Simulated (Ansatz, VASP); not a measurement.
# Cross-check of ZnO (zincite) between VASP and Ansatz

Wanted: the spread between two codes on one cell, functional and k mesh.

Method: plane waves, with VASP 6.6.1 beside it; band structure at HSE06, in Ansatz 0.2.0.

### Step 1. The structure

It takes space group P6_3mc (No. 186, hexagonal). The conventional cell has a = 3.249 Å, b = 3.249 Å, c = 5.206 Å, α = 90.00°, β = 90.00°, γ = 120.00°. Nearest to Zn lie 4 O at 1.97 to 1.98 Å. Nearest to O lie 4 Zn at 1.97 to 1.98 Å. Farther neighbours and most contacts between anions are not listed.

Coordinates:

```xyz
4
Lattice="3.2493 0.0000 0.0000 -1.6247 2.8140 0.0000 0.0000 0.0000 5.2057" Properties=species:S:1:pos:R:3 pbc="T T T"
Zn    0.0000    1.8760    2.6029
Zn    1.6247    0.9380    0.0000
O     1.6247    0.9380    1.9730
O     0.0000    1.8760    4.5759
```

### Step 2. VASP: band structure, HSE06

Levels along a path test the potential and the projectors away from the mesh points.

Lines of VASP's logs that name or quote its potential files are left out, and so is its time.

The run reads the wave functions of an earlier VASP run, which isn't shown here.

Contents of INCAR:

```
SYSTEM = ZnO
PREC = Accurate
ENCUT = 520
EDIFF = 1E-06
NELM = 100
ISMEAR = 0
SIGMA = 0.02
LREAL = .FALSE.
ALGO = Normal
LHFCALC = .TRUE.
AEXX = 0.25
GGA = PE
HFSCREEN = 0.2
LASPH = .TRUE.
NBANDS = 24
PRECFOCK = Fast
LORBIT = 11
LWAVE = .FALSE.
LCHARG = .FALSE.
KPAR = 8
```

Contents of POSCAR:

```
ZnO
1.0
    3.2493080000      0.0000000000      0.0000000000
   -1.6246540000      2.8139832727      0.0000000000
    0.0000000000      0.0000000000      5.2057090000
Zn O
2 2
Direct
    0.3333333333      0.6666666667      0.5000000000
    0.6666666667      0.3333333333      0.0000000000
    0.6666666667      0.3333333333      0.3790100000
    0.3333333333      0.6666666667      0.8790100000
```

Contents of KPOINTS:

```
Automatic mesh
0
Gamma
5 5 3
0 0 0
```

Contents of KPOINTS_OPT:

```
Line mode
6
Line-mode
Reciprocal
  0.00000000   0.00000000   0.00000000 GAMMA
  0.50000000   0.00000000   0.00000000 M

  0.50000000   0.00000000   0.00000000 M
  0.33333333   0.33333333   0.00000000 K

  0.33333333   0.33333333   0.00000000 K
  0.00000000   0.00000000   0.00000000 GAMMA

  0.00000000   0.00000000   0.00000000 GAMMA
  0.00000000   0.00000000   0.50000000 A

  0.00000000   0.00000000   0.50000000 A
  0.50000000   0.00000000   0.50000000 L

  0.50000000   0.00000000   0.50000000 L
  0.33333333   0.33333333   0.50000000 H

  0.33333333   0.33333333   0.50000000 H
  0.00000000   0.00000000   0.50000000 A

  0.50000000   0.00000000   0.50000000 L
  0.50000000   0.00000000   0.00000000 M

  0.33333333   0.33333333   0.00000000 K
  0.33333333   0.33333333   0.50000000 H
```

Potentials, in the order of the species: Zn and O (PBE family, release 64).

The run is started by

```sh
> mpirun -np 8 vasp_std
```

Numbers of over 12 decimals in the logs are rounded to 6 here.

What it wrote:

```text
[banner, memory and clock lines left out]
running    8 mpi-ranks, on    1 nodes
 distrk:  each k-point on    1 cores,    8 groups
 distr:  one band on    1 cores,    1 groups

 POSCAR found type information on POSCAR ZnO
 POSCAR found :  2 types and       4 ions
|                                                                             |
|           W    W    AA    RRRRR   N    N  II  N    N   GGGG   !!!           |
|           W    W   A  A   R    R  NN   N  II  NN   N  G    G  !!!           |
|           W    W  A    A  R    R  N N  N  II  N N  N  G       !!!           |
|           W WW W  AAAAAA  RRRRR   N  N N  II  N  N N  G  GGG   !            |
|           WW  WW  A    A  R   R   N   NN  II  N   NN  G    G                |
|           W    W  A    A  R    R  N    N  II  N    N   GGGG   !!!           |
|                                                                             |
|     For optimal performance we recommend to set                             |
|       NCORE = 2 up to number-of-cores-per-socket                            |
|     NCORE specifies how many cores store one orbital (NPAR=cpu/NCORE).      |
|     This setting can greatly improve the performance of VASP for DFT.       |
|     The default, NCORE=1 might be grossly inefficient on modern             |
|     multi-core architectures or massively parallel machines. Do your        |
|     Unfortunately you need to use the default for GW and RPA                |
|     calculations (for HF NCORE is supported but not extensively tested      |
|     yet).                                                                   |
|                                                                             |

 LDA part: xc-table for (Slater+PW92), standard interpolation
 found WAVECAR, reading the header
 POSCAR, INCAR and KPOINTS ok, starting setup
 FFT: planning ... GRIDC
 FFT: planning ... GRID_SOFT
 FFT: planning ... GRID
 reading WAVECAR
 the WAVECAR file was read successfully
 initial charge from wavefunction
 entering main loop
       N       E                     dE             d eps       ncg     rms          rms(c)
DAV:   1    -0.227729877535E+02   -0.22773E+02   -0.12319E+00   600   0.389E+01    0.245E+00
DAV:   2    -0.227524456868E+02    0.20542E-01   -0.54800E-01   584   0.129E+01    0.836E-01
DAV:   3    -0.227529601839E+02   -0.51450E-03   -0.47081E-02   680   0.372E+00    0.444E-01
DAV:   4    -0.227529795123E+02   -0.19328E-04   -0.52042E-03   544   0.534E-01    0.244E-01
DAV:   5    -0.227527165537E+02    0.26296E-03   -0.22963E-04   712   0.251E-01    0.141E-01
DAV:   6    -0.227526277166E+02    0.88837E-04   -0.59208E-05   752   0.124E-01    0.837E-02
DAV:   7    -0.227526015141E+02    0.26202E-04   -0.22132E-05   600   0.465E-02    0.503E-02
DAV:   8    -0.227525934050E+02    0.81091E-05   -0.60377E-06   512   0.266E-02    0.298E-02
DAV:   9    -0.227525906399E+02    0.27651E-05   -0.15344E-06   368   0.127E-02    0.177E-02
DAV:  10    -0.227525897278E+02    0.91211E-06   -0.89293E-07   352   0.941E-03
   1 F= -.22752590E+02 E0= -.22752590E+02  d E =-.121007E-36
 Start KPOINTS_OPT (optional k-point list driver)
k-point batch [1-10\54]
       N       E                     dE             ncg
DAV:   1     0.117128355262E+04   -0.83886E+04      480
DAV:   2    -0.190811394596E+04   -0.30794E+04      528
DAV:   3    -0.222116175487E+04   -0.31305E+03      544
DAV:   4    -0.222952647369E+04   -0.83647E+01      576
DAV:   5    -0.222960709634E+04   -0.80623E-01      608
DAV:   6    -0.222960782632E+04   -0.72999E-03      576
DAV:   7    -0.222960783468E+04   -0.83550E-05      576
DAV:   8    -0.222960783480E+04   -0.12516E-06      400
[...]
k-point batch [51-54\54]
       N       E                     dE             ncg
DAV:   1     0.876629976296E+04   -0.55680E+04      192
DAV:   2     0.755622945207E+04   -0.12101E+04      208
DAV:   3     0.742801424075E+04   -0.12822E+03      224
DAV:   4     0.742457286757E+04   -0.34414E+01      216
DAV:   5     0.742454398987E+04   -0.28878E-01      224
DAV:   6     0.742454377075E+04   -0.21911E-03      224
DAV:   7     0.742454376877E+04   -0.19835E-05      176
DAV:   8     0.742454376873E+04   -0.38610E-07      136
```

From OUTCAR (step 2):

```text
ion  position               nearest neighbor table
   1  0.333  0.667  0.500-   4 1.97   3 1.98   3 1.98   3 1.98
   2  0.667  0.333  0.000-   3 1.97   4 1.98   4 1.98   4 1.98
   3  0.667  0.333  0.379-   2 1.97   1 1.98   1 1.98   1 1.98
   4  0.333  0.667  0.879-   1 1.97   2 1.98   2 1.98   2 1.98

  LATTYP: Found a hexagonal cell.
 ALAT       =     3.2493080000
 C/A-ratio  =     1.6020977390

 Subroutine GETGRP returns: Found 12 space group operations
 (whereof  6 operations were pure point group operations)

The static configuration has the point symmetry C_3v.
 The point group associated with its full space group is C_6v.

 Found     10 irreducible k-points:

   k-points           NKPTS =     10   k-points in BZ     NKDIM =     75   number of bands    NBANDS=     24

   dimension x,y,z NGX =    24 NGY =   24 NGZ =   40
   dimension x,y,z NGXF=    48 NGYF=   48 NGZF=   80

   ENCUT  =  520.0 eV  38.22 Ry    6.18 a.u.   6.04  6.04  9.68*2*pi/ulx,y,z

   NELECT =      36.0000    total number of electrons

 k-points in reciprocal lattice and weights: Automatic mesh
   0.00000000  0.00000000  0.00000000       0.013
   0.20000000 -0.00000000  0.00000000       0.080
   0.40000000 -0.00000000  0.00000000       0.080
   0.20000000  0.20000000  0.00000000       0.080
   0.40000000  0.20000000  0.00000000       0.080
   0.00000000  0.00000000  0.33333333       0.027
   0.20000000 -0.00000000  0.33333333       0.160
   0.40000000 -0.00000000  0.33333333       0.160
   0.20000000  0.20000000  0.33333333       0.160
   0.40000000  0.20000000  0.33333333       0.160

  exchange ACFDT corr.  =         0.00000000  see jH, gK, PRB 81, 115126

 average (electrostatic) potential at core
       1 -28.2515       2 -28.2515       3 -66.8613       4 -66.8613

 E-fermi :   0.1036

 k-point     1 :       0.0000    0.0000    0.0000
  band No.  band energies     occupation
    ...
     14      -0.9405      2.00000
     15      -0.9405      2.00000
     16      -0.1307      2.00000
     17      -0.0718      2.00000
     18      -0.0718      2.00000
     19       2.4313      0.00000
     20       7.1444      0.00000
     21      10.2926      0.00000
     22      14.9274      0.00000
     23      14.9274      0.00000
    ...

 k-point     2 :       0.2000   -0.0000    0.0000
  band No.  band energies     occupation
    ...
     14      -2.2693      2.00000
     15      -1.4861      2.00000
     16      -1.4582      2.00000
     17      -0.4298      2.00000
     18      -0.3534      2.00000
     19       4.2889      0.00000
     20       8.5906      0.00000
     21      10.1451      0.00000
     22      12.2714      0.00000
     23      14.2967      0.00000
    ...

 k-point     3 :       0.4000   -0.0000    0.0000
  band No.  band energies     occupation
    ...
     14      -3.8357      2.00000
     15      -2.9791      2.00000
     16      -2.3162      2.00000
     17      -1.2321      2.00000
     18      -0.8497      2.00000
     19       6.8938      0.00000
     20       9.3009      0.00000
     21       9.4799      0.00000
     22      10.7301      0.00000
     23      12.9799      0.00000
    ...

  energy-cutoff  :      520.00
  volume of cell :       47.60
      direct lattice vectors                 reciprocal lattice vectors
     3.249308000  0.000000000  0.000000000     0.307757836  0.177684070  0.000000000
    -1.624654000  2.813983273  0.000000000     0.000000000  0.355368139  0.000000000
     0.000000000  0.000000000  5.205709000     0.000000000  0.000000000  0.192096792

 POSITION                                       TOTAL-FORCE (eV/Angst)
 -----------------------------------------------------------------------------------
     -0.00000      1.87599      2.60285        -0.000000     -0.000000     -0.082412
      1.62465      0.93799      0.00000         0.000000      0.000000     -0.082412
      1.62465      0.93799      1.97302        -0.000000      0.000000      0.082412
     -0.00000      1.87599      4.57587         0.000000      0.000000      0.082412
 -----------------------------------------------------------------------------------
    total drift:                               -0.000003      0.000000     -0.001947

  FREE ENERGIE OF THE ION-ELECTRON SYSTEM (eV)
  ---------------------------------------------------
  free  energy   TOTEN  =       -22.7525897278 eV

  energy  without entropy=      -22.7525897278  energy(sigma->0) =      -22.75258973

 total charge
# of ion       s       p       d       tot
------------------------------------------
    1        0.424   0.482   9.938  10.844
    2        0.424   0.482   9.938  10.844
    3        1.549   3.500   0.000   5.049
    4        1.549   3.500   0.000   5.049
--------------------------------------------------
tot          3.946   7.964  19.876  31.787

[... 3 further parts left out ...]
```

[end of part 1 of 2]

[Lines on the potential files, build, host, timing and source positions are cut from VASP's logs without a mark.]

[Logs are printed without paths, hosts, clocks, repeated set-up lines and the standing remarks that a program may print on its own settings, such as how far it seeks lower states.]

[Hosts, paths, dates, database ids (printed as entryN), source tags and the programs' standing remarks are cut or masked in the printed files.]
